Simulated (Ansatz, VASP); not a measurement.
## Two plane-wave programs on As

File INCAR:

```
SYSTEM = As
ALGO = Normal ; EDIFF = 1E-7
ENCUT = 520 ; GGA = PE
ISIF = 2 ; ISMEAR = -1
LASPH = .True. ; LCHARG = .False.
LREAL = .False. ; LWAVE = .False.
NBANDS = 8 ; NELM = 60
PREC = Accurate ; SIGMA = 0.05
```

The input KPOINTS:

```
k-points
0
Gamma
  10 10 10
  0 0 0
```

POSCAR

```
As
1.0
    2.6671410253      0.0000000000      0.0000000000
    0.0000000000      2.6671410253      0.0000000000
    0.0000000000      0.0000000000      2.6671410253
As
1
Direct
    0.5000000000      0.5000000000      0.5000000000
```

The input input.yaml:

```yaml
crystal:
  lattice:
    - [2.6671410253, 0.0, 0.0]
    - [0.0, 2.6671410253, 0.0]
    - [0.0, 0.0, 2.6671410253]
  atoms:
    - { symbol: As, position: [0.5, 0.5, 0.5] }
hamiltonian:
  xc: pbe
  pseudopotentials: { kind: paw }
kpoints:
  mp_grid: { grid: [10, 10, 10] }
scf:
  occupations: { method: fermi_dirac, width: 0.05 }
output:
  forces: true
  stress: true
  eigenvalues: true
```

Change from the starting cell: volume scaled by 0.96.

Alike in both runs: task single point; functional PBE; k mesh 10 × 10 × 10; occupations fermi-dirac, width 0.05 eV; no spin polarisation.

```csv
,VASP,Ansatz
version,VASP 6.6.1,Ansatz 0.2.0
potentials or method,"VASP PAW PBE potentials, release 64 (As)",Ansatz PAW
plane-wave cutoff (eV),520,420
valence electrons in the cell,5,15
```

VASP gave:

| Property | Result |
| --- | --- |
| gap on the k mesh at the Fermi level (eV) | none |
| pressure (GPa) | 6.4 |

Estimate Ansatz's values.

gap on the k mesh at the Fermi level (eV): none; pressure (GPa): 6.2.

A gap of «none» marks a metal or a gap that the smearing closes. The two sets of potentials don't hold the same shells in valence.
